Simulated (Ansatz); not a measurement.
**HfB2: band structure with r2SCAN**

The system is HfB2.

```
CELL_PARAMETERS angstrom
3.14000 0.00000 0.00000
-1.57000 2.71932 0.00000
0.00000 0.00000 3.48000
ATOMIC_POSITIONS crystal
Hf 0.00000 0.00000 0.00000
B 0.66667 0.33333 0.50000
B 0.33333 0.66667 0.50000
```

```
Program                             : Ansatz 0.2.0
Task                                : band structure
Functional                          : r2SCAN
Potentials or basis                 : Ansatz PAW
Cutoff                              : 500 eV (not typed: the program's choice for these potentials)
k mesh                              : 10 × 10 × 8
Occupations                         : fermi-dirac, width 0.05 eV
Spin                                : no spin polarisation
Path                                : [["G", "M", "K", "G", "A", "L", "H", "A"], ["L", "M"], ["K", "H"]]
Points for each segment of the path : 14
```

| Property | Result |
| --- | --- |
| Pressure | -0.6 GPa |
| Band gap on the k mesh | none (metal or under the smearing width) |

Stress tensor (GPa, compression positive):
```
-0.99  0.00  0.00
 0.00 -0.99  0.00
 0.00  0.00  0.15
```

Levels at the corners of the path, in eV from the Fermi level:
```
point  band 12  band 13  band 14  band 15  band 16  band 17  band 18  band 19  band 20  band 21
    Γ   -11.88    -3.04    -2.99    -2.99    -2.93     4.30     4.30     4.99     4.99     5.20
    M   -10.30    -9.64    -4.29    -3.56    -2.92     2.31     2.93     5.91     6.00     6.55
    K    -8.84    -8.84    -8.04    -2.65    -2.65     1.87     1.87     3.74     9.93     9.93
    Γ   -11.88    -3.04    -2.99    -2.99    -2.93     4.30     4.30     4.99     4.99     5.20
    A   -11.88    -8.77    -1.15    -1.15     0.41     0.41     1.13     1.13     2.47     5.46
    L   -11.01    -7.95    -5.18    -4.90    -2.92     4.22     4.49     6.53     7.54     7.76
    H    -9.66    -9.66    -5.81    -3.38    -3.38     4.88     5.82     7.25     7.25     7.71
    A   -11.88    -8.77    -1.15    -1.15     0.41     0.41     1.13     1.13     2.47     5.46
    L   -11.01    -7.95    -5.18    -4.90    -2.92     4.22     4.49     6.53     7.54     7.76
    M   -10.30    -9.64    -4.29    -3.56    -2.92     2.31     2.93     5.91     6.00     6.55
    K    -8.84    -8.84    -8.04    -2.65    -2.65     1.87     1.87     3.74     9.93     9.93
    H    -9.66    -9.66    -5.81    -3.38    -3.38     4.88     5.82     7.25     7.25     7.71
```

It took 4.8 s on 2 threads of Arm Neoverse V2, with other jobs on the host, peak memory 0.4 GiB.

Caveat: spin-orbit coupling is left out, which moves the levels of the heavy elements; the PAW data sets come from PBE, with cores solved anew for the run's functional, which leaves a small shift of forces and pressure.
